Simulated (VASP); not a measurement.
Runs of VASP 6.6.1 on Li2O. The structure is cubic, space group Fm-3m (No. 225). The conventional cell has a = 4.626 Å, b = 4.626 Å, c = 4.626 Å, α = 90.00°, β = 90.00°, γ = 90.00°. Around Li (site symmetry -43m) lie 4 O at 2.00 Å. Around O (site symmetry m-3m) lie 8 Li at 2.00 Å. 

```tsv
task	cell	k mesh	cutoff (eV)	smearing	gap on the mesh (eV)
single point	Fm-3m, 8.25 Å³/atom	8 × 8 × 8	520	gaussian 0.02 eV	4.96
single point	cell and atoms relaxed tightly for response	8 × 8 × 8	520	gaussian 0.01 eV	4.96
relaxation of cell and atoms	relaxed from: cell and atoms relaxed tightly for response	8 × 8 × 8	600	gaussian 0.01 eV	4.97
single point	Fm-3m, 8.16 Å³/atom	6 × 6 × 6	520	gaussian 0.1 eV	(a)
```

Alike in all rows: level PBE; potentials or basis VASP PAW PBE potentials, release 64 (Li_sv, O); no spin polarisation.

Q: Fill in the values left out.

A: (a) 4.98.

Caveats: the cutoff is under 1.25 times the usual one of these potentials, so pressure, stress and relaxed cells hold a basis-set (Pulay) error.

A k mesh can miss the band edges.
